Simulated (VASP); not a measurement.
## VASP 6.6.1 run: SrTiO3

INCAR

```
ISIF = 2
LWAVE = .FALSE.
LCHARG = .FALSE.
GGA = PE
IBRION = -1
EDIFF = 1E-7
LASPH = .TRUE.
NSW = 0
NBANDS = 28
SIGMA = 0.1
LREAL = .FALSE.
ENCUT = 520
NELM = 120
ISMEAR = -5
PREC = Accurate
```

KPOINTS

```
KPOINTS created by Atomic Simulation Environment
0
Gamma
6 6 6
0 0 0
```

POSCAR

```
Sr Ti O
 1.0000000000000000
     3.8677829865000000    0.0000000000000000    0.0000000000000000
     0.0000000000000000    3.8677829865000000    0.0000000000000000
     0.0000000000000000    0.0000000000000000    3.8677829865000000
 Sr  Ti  O
   1   1   3
Cartesian
  0.0000000000000000  0.0000000000000000  0.0000000000000000
  1.9338914932500004  1.9338914932500004  1.9338914932500004
  1.9338914932500004  1.9338914932500004  0.0000000000000000
  1.9338914932500004  0.0000000000000000  1.9338914932500004
  0.0000000000000000  1.9338914932500004  1.9338914932500004
```

The recommended PBE PAW datasets give the neutral cell 40 valence electrons.

Command

```
mpirun -np 1 vasp_std
```

Problem. Predict the outcome of this run.

Solution. It converged. Results: gap between bands v and c on the k mesh 1.91 eV; least direct gap on the k mesh 2.25 eV; pressure 10.8 GPa. Band v is the last that the valence electrons fill when counted band by band, and c is the next.

OSZICAR

```
N       E                     dE             d eps       ncg     rms          rms(c)
DAV:   1     0.429445311561E+03    0.42945E+03   -0.21511E+04  1120   0.160E+03
DAV:   2    -0.414862388833E+01   -0.43359E+03   -0.41480E+03  1292   0.443E+02
DAV:   3    -0.479654992338E+02   -0.43817E+02   -0.43531E+02  1532   0.134E+02
DAV:   4    -0.501073534456E+02   -0.21419E+01   -0.21372E+01  1728   0.253E+01
DAV:   5    -0.501524046227E+02   -0.45051E-01   -0.45041E-01  1508   0.319E+00    0.277E+01
DAV:   6    -0.399991753564E+02    0.10153E+02   -0.50786E+01  1580   0.655E+01    0.154E+01
DAV:   7    -0.400489429007E+02   -0.49768E-01   -0.69850E+00  1428   0.203E+01    0.115E+01
DAV:   8    -0.400619604925E+02   -0.13018E-01   -0.13561E+00  1352   0.125E+01    0.271E+00
DAV:   9    -0.399997573627E+02    0.62203E-01   -0.32300E-01  1332   0.560E+00    0.110E+00
DAV:  10    -0.399968942385E+02    0.28631E-02   -0.85129E-02  1444   0.204E+00    0.688E-01
DAV:  11    -0.399914680390E+02    0.54262E-02   -0.23526E-02  1668   0.147E+00    0.122E-01
DAV:  12    -0.399914336737E+02    0.34365E-04   -0.15869E-03  1376   0.436E-01    0.777E-02
DAV:  13    -0.399914757555E+02   -0.42082E-04   -0.43190E-04  1536   0.149E-01    0.543E-02
DAV:  14    -0.399914682702E+02    0.74852E-05   -0.44361E-05  1504   0.505E-02    0.275E-02
DAV:  15    -0.399914613958E+02    0.68744E-05   -0.19343E-05  1664   0.361E-02    0.118E-02
DAV:  16    -0.399914617097E+02   -0.31389E-06   -0.96899E-06  1260   0.216E-02    0.297E-03
DAV:  17    -0.399914616891E+02    0.20606E-07   -0.64089E-07  1364   0.576E-03
   1 F= -.39991462E+02 E0= -.39991462E+02  d E =0.000000E+00
```

For comparison, a separate PBE run of the intended cell, on usual settings and not on those above, gives a gap of 1.91 eV on its mesh and a pressure of 10.8 GPa.
